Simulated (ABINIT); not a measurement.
# InSe (P6_3/mmc) in ABINIT: reference runs, part 2 of 2

ABINIT 10.8.3 (patched build).

## 3. Single point, PBE

The input, run.py:

```python
import json, os
import numpy as np
from ase.units import GPa
from ase.calculators.abinit import Abinit, AbinitProfile
from ase.io import read

atoms = read('InSe.cif')

profile = AbinitProfile(command='mpirun --bind-to none -np 4 abinit', pp_paths=[os.path.abspath('pseudos')])
params = dict(
    pps='pawxml', xc='PBE',
    ecut=598.6505,
    pawecutdg=1197.301,
    pawxcdev=0,
    kptopt=1,
    ngkpt=[8, 8, 2],
    nshiftk=1,
    shiftk=[0.0, 0.0, 0.0],
    ixc=11,
    nband=46,
    occopt=3,
    tsmear=0.05,
    nstep=100,
    tolvrs=1e-09,
    prtwf=0,
    prtden=0,
)

atoms.calc = Abinit(profile=profile, directory='run', **params)
energy = atoms.get_potential_energy()
forces = atoms.get_forces()
stress = atoms.get_stress()
print(f'energy {energy:.6f} eV')
print('forces (eV/A)')
print(np.round(forces, 5))
print('stress (GPa, Voigt, tension positive)', np.round(stress / GPa, 4))
json.dump(dict(energy=energy, forces=forces.tolist(), stress=stress.tolist(), cell=atoms.cell.tolist(), frac=atoms.get_scaled_positions(wrap=False).tolist()), open('results.json', 'w'))
```

The input, InSe.cif:

```cif
data_InSe
_cell_length_a 4.05000000
_cell_length_b 4.05000000
_cell_length_c 16.93000000
_cell_angle_alpha 90.00000000
_cell_angle_beta 90.00000000
_cell_angle_gamma 120.00000000
_space_group_name_H-M_alt 'P1'
_space_group_name_Hall 'P 1'
_space_group_IT_number 1
loop_
_space_group_symop_operation_xyz
'x,y,z'
loop_
_atom_site_label
_atom_site_type_symbol
_atom_site_symmetry_multiplicity
_atom_site_Wyckoff_symbol
_atom_site_fract_x
_atom_site_fract_y
_atom_site_fract_z
_atom_site_occupancy
In1 In 1 a 0.6666666667 0.3333333333 0.8430000000 1
In2 In 1 a 0.3333333333 0.6666666667 0.3430000000 1
In3 In 1 a 0.6666666667 0.3333333333 0.6570000000 1
In4 In 1 a 0.3333333333 0.6666666667 0.1570000000 1
Se1 Se 1 a 0.6666666667 0.3333333333 0.3980000000 1
Se2 Se 1 a 0.3333333333 0.6666666667 0.8980000000 1
Se3 Se 1 a 0.6666666667 0.3333333333 0.1020000000 1
Se4 Se 1 a 0.3333333333 0.6666666667 0.6020000000 1
```

Potentials or basis: JTH PAW PBE v2.0.

Command:

```bash
> python run.py
```

It took 2.1 min on 4 threads of Arm Neoverse V1, shared host; peak memory 1 GiB.

The run converged. Its results:

* Free energy: -7362.1156 eV
* Pressure: 7.6 GPa
* Largest force: 2.879 eV/Å
* Band gap on the k mesh: none (metal or under the smearing width)
* Valence electrons inside the program's atomic spheres: In 11.24; Se 4.03

Forces on the atoms (eV/Å):
```
In   0.000  0.000 -2.879
In   0.000  0.000 -2.879
In   0.000  0.000  2.879
In   0.000  0.000  2.879
Se   0.000  0.000  2.022
Se   0.000  0.000  2.022
Se   0.000  0.000 -2.022
Se   0.000  0.000 -2.022
```

Stress tensor (GPa, compression positive):
```
10.44  0.00  0.00
 0.00 10.44  0.00
 0.00  0.00  1.86
```

Levels at points of the mesh, in eV from the Fermi level:
```tsv
k point	band 35	band 36	band 37	band 38	band 39	band 40	band 41	band 42
(0.00, 0.00, 0.00)	-2.25	-2.25	-1.44	-0.46	-0.15	0.32	1.14	1.49
(0.50, 0.00, 0.00)	-3.03	-2.66	-1.59	-1.09	0.84	1.01	1.26	1.34
(0.00, 0.00, 0.50)	-2.27	-2.27	-1.04	-1.04	0.19	0.19	1.31	1.31
(0.50, 0.00, 0.50)	-2.80	-2.80	-1.35	-1.35	1.08	1.08	1.17	1.17
```

Caveat: this functional lacks dispersion, which binds the layers, so the pressure and a relaxed spacing across them are unreliable; forces of over 1 eV/Å show positions far from the minimum, so gaps and moduli don't describe the material at rest.

## 4. Single point, PBE (atoms moved at random, drawn with an rms of 0.05 Å)

The input, run.abi:

```
pp_dirpath "./"
pseudos "In.GGA_PBE-JTH.xml, Se.GGA_PBE-JTH.xml"

acell 4.05 4.05 16.93 Angstrom
rprim
     1.0000000000     0.0000000000     0.0000000000
    -0.5000000000     0.8660254038     0.0000000000
     0.0000000000     0.0000000000     1.0000000000
ntypat 2
znucl 49 34
natom 8
typat 1 1 1 1 2 2 2 2
xred
     0.6581760000     0.3178450000     0.8420470000
     0.3070500000     0.6465450000     0.3432950000
     0.6695810000     0.3381450000     0.6604510000
     0.3297570000     0.6625550000     0.1571450000
     0.6682210000     0.3342920000     0.3955820000
     0.3428560000     0.6581370000     0.8947300000
     0.6561460000     0.3311770000     0.1021990000
     0.3258260000     0.6660890000     0.6027020000
chkprim 0
chksymtnons 0
tolsym 1.0e-6

ecut 22.0
pawecutdg 44.0
pawxcdev 0

kptopt 1
ngkpt 8 8 2
nshiftk 1
shiftk 0.0 0.0 0.0

ixc 11

nband 46
occopt 3
tsmear 0.00183747

nstep 100
tolvrs 1.0e-9

iomode 3
prtwf 0
prteig 0
prtebands 0
enunit 1
prtden 1
prtvha 1
prtvclmb 1
prtpot 1
```

Potentials or basis: JTH PAW PBE v2.0.

Command:

```bash
> mpirun --bind-to none -np 4 abinit run.abi > log 2>&1
```

run.abo:

```text
.Version 10.8.3 of ABINIT
 Symmetries : space group P1 (#  1); Bravais aP (primitive triclinic)
================================================================================
 Values of the parameters that define the memory need of the present run
     intxc =       0    ionmov =       0      iscf =      17    lmnmax =      18
     lnmax =       6     mgfft =     144  mpssoang =       3    mqgrid =    9554
     natom =       8  nloc_mem =       2    nspden =       1   nspinor =       1
    nsppol =       1      nsym =       1    n1xccc =       1    ntypat =       2
    occopt =       3   xclevel =       2
       mpw =        8032          nfft =      186624          nkpt =          68
Pmy_natom=         2
 PAW method is used; the additional fine FFT grid is defined by:
   mgfftf=       192    nfftf =    442368
================================================================================
================================================================================

[... 348 lines left out ...]
            rprim      1.0000000000E+00  0.0000000000E+00  0.0000000000E+00
                      -5.0000000000E-01  8.6602540380E-01  0.0000000000E+00
                       0.0000000000E+00  0.0000000000E+00  1.0000000000E+00
           strten     -3.9279935742E-04 -3.5121489485E-04 -7.7064016856E-05
                       1.7989830493E-05  4.4699324009E-05 -4.2861355118E-06
           xangst      2.0219766750E+00  1.1148104701E+00  1.4255855710E+01
                      -6.5701125000E-02  2.2676937985E+00  5.8119843500E+00
                       2.0270594250E+00  1.1860107487E+00  1.1181435430E+01
                      -6.1580250000E-03  2.3238473187E+00  2.6604648500E+00
                       2.0293537500E+00  1.1724967254E+00  6.6972032600E+00
                       5.5839375000E-02  2.3083516128E+00  1.5147778900E+01
                       1.9867578750E+00  1.1615711654E+00  1.7302290700E+00
                      -2.9234925000E-02  2.3362424805E+00  1.0203744860E+01
             xred      6.5817600000E-01  3.1784500000E-01  8.4204700000E-01
                       3.0705000000E-01  6.4654500000E-01  3.4329500000E-01
                       6.6958100000E-01  3.3814500000E-01  6.6045100000E-01
                       3.2975700000E-01  6.6255500000E-01  1.5714500000E-01
                       6.6822100000E-01  3.3429200000E-01  3.9558200000E-01
                       3.4285600000E-01  6.5813700000E-01  8.9473000000E-01
                       6.5614600000E-01  3.3117700000E-01  1.0219900000E-01
                       3.2582600000E-01  6.6608900000E-01  6.0270200000E-01
 Calculation completed.
```

Wall time 10 min (4 MPI ranks of Arm Neoverse V1, shared host); peak memory 1.4 GiB.

Results:

| Quantity | Value |
| --- | --- |
| Free energy | -7361.9863 eV |
| Pressure | 8.1 GPa |
| Largest force | 3.396 eV/Å |
| Band gap on the k mesh | none (metal or under the smearing width) |

Forces on the atoms (eV/Å):
```
In   0.570  0.237 -2.956
In   0.925  0.807 -3.166
In  -0.286 -0.214  2.586
In  -0.321  0.091  2.907
Se  -0.903 -0.789  2.311
Se  -0.609 -0.200  2.232
Se   0.318 -0.093 -2.062
Se   0.307  0.162 -1.854
```

Stress tensor (GPa, compression positive):
```
11.56  0.13 -1.32
 0.13 10.33 -0.53
-1.32 -0.53  2.27
```

Caveat: the atomic spheres overlap.
